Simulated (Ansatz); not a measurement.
Crystal: Ta.

```
Ta
1.0
    -1.65128    1.65128    1.65128
     1.65128   -1.65128    1.65128
     1.65128    1.65128   -1.65128
Ta
1
Direct
  0.00000 0.00000 0.00000
```

* Program: Ansatz 0.2.0
* Task: relaxation of cell and atoms
* Functional: BLYP
* Dispersion: D3(BJ)
* Potentials or basis: all-electron LAPW, scalar-relativistic
* Basis error allowed: 0.001 eV/atom
* k mesh: 11 × 11 × 11
* Occupations: fermi-dirac, width 0.05 eV
* Spin: no spin polarisation

At the start: volume 18.01 Å³/atom.

Problem. Where does the relaxation end?

Solution. Over 5 steps the energy falls by 12.1 meV/atom and the volume is 17.44 Å³/atom (-3.2 %); space group Im-3m (No. 229, to 0.05 Å).

The path:
```
step  energy change (eV)  largest force (eV/Å)  volume (Å³)
   1              0.0000                0.0000        18.01
   2             -0.0118                0.0000        17.52
   3             -0.0121                0.0000        17.43
   4             -0.0121                0.0000        17.44
   5             -0.0121                0.0000        17.44
```

Final structure:
```
CELL_PARAMETERS angstrom
-1.63355 1.63355 1.63355
1.63355 -1.63355 1.63355
1.63355 1.63355 -1.63355
ATOMIC_POSITIONS crystal
Ta 0.00000 0.00000 0.00000
```
